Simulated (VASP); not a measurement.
Set up this calculation in VASP 6.6.1, as the native input.

- Task: single point
- Functional: PBE
- Potentials or basis: VASP PAW PBE potentials, release 64 (Ag)
- Cutoff: 520 eV
- k mesh: 9 × 9 × 9
- Occupations: gaussian, width 0.1 eV
- Spin: no spin polarisation
- Dipole correction: no
- Further INCAR settings: ALGO = Fast; EDIFF = 1e-06; NBANDS = 36

The structure of Ag lies in POSCAR:

```
Ag
1.0
    3.6892253861      2.1299752697      2.3913246178
   -3.6892253861      2.1299752697      2.3913246178
    0.0000000000     -4.2599505395      2.3913246178
Ag
5
Direct
    0.1406190493      0.1406190493      0.1406190493
    0.2046234540      0.5872009527      0.5872009527
    0.5872009527      0.5872009527      0.2046234540
    0.5872009527      0.2046234540      0.5872009527
    0.7720222577      0.7720222577      0.7720222577
```

The cell was built by a generator and needn't be a form met in nature.

The cell isn't the ideal one: random cell with space group R3m (No. 160).

One way to write it, as run:

INCAR

```
SYSTEM = Ag
ALGO     = Fast           ! electronic algorithm
EDIFF    = 1E-6           ! SCF threshold, eV
ENCUT    = 520            ! plane-wave cutoff, eV
GGA      = PE             ! functional
ISIF     = 2              ! what is computed and relaxed
ISMEAR   = 0              ! smearing method
LASPH    = .TRUE.         ! aspherical terms in the spheres
LCHARG   = .TRUE.         ! write CHGCAR
LELF     = .TRUE.         ! ELF
LREAL    = .FALSE.        ! projectors in reciprocal space
LVHAR    = .TRUE.       
LWAVE    = .FALSE.        ! write WAVECAR
NBANDS   = 36             ! bands
NELM     = 100            ! most SCF steps
PREC     = Accurate       ! precision mode
SIGMA    = 0.1            ! smearing width, eV
```

KPOINTS

```
k-points
0
G
  9 9 9
  0 0 0
```

Potentials or basis: VASP PAW PBE potentials, release 64 (Ag).

Launch:

```console
$ cat potpaw_PBE.64/Ag/POTCAR > POTCAR
$ mpirun -np 1 vasp_std > vasp.out
```

Results of the run:

```
Pressure               : -0.1 GPa
Band gap on the k mesh : none (metal or under the smearing width)
```

Run time: 2.7 min on 1 thread of Intel(R) Xeon(R) Platinum 8488C (Sapphire Rapids), on a shared host, peak memory 0.36 GiB.
